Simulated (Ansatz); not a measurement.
PbS, PbSe, PbTe: one prototype (rocksalt), with S, Se, Te on the same site. Each was relaxed with r2SCAN in the PAW code Ansatz, and the gaps are read on those cells (d direct, i indirect). Spin-unpolarised throughout; all numbers are computed.

```csv
compound,a (Å),"gap, PBE (eV)","gap, r2SCAN (eV)","gap, HSE06 (eV)","mean ε∞, r2SCAN"
PbSe,6.177,0.37 d (L),0.66 d (L),0.79 d (L),17.0
PbTe,6.536,0.80 d (L),1.09 d (L),1.20 d (L),22.7
```

Q: Fill in the row for PbS.

A:
```json
{"compound": "PbS", "a (Å)": "5.974", "gap, PBE (eV)": "0.43 d (L)", "gap, r2SCAN (eV)": "0.69 d (L)", "gap, HSE06 (eV)": "0.88 d (L)", "mean ε∞, r2SCAN": "14.0"}
```
Around Pb lie 6 S at 2.99 Å; around S lie 6 Pb at 2.99 Å.

Spin-orbit coupling is left out; in compounds of Pb, Bi, Tl or Hg it can lower a gap by up to about 1 eV, split its edges or invert the bands.

The meshes of the hybrids are coarse, so their gaps aren't converged to the digits shown.
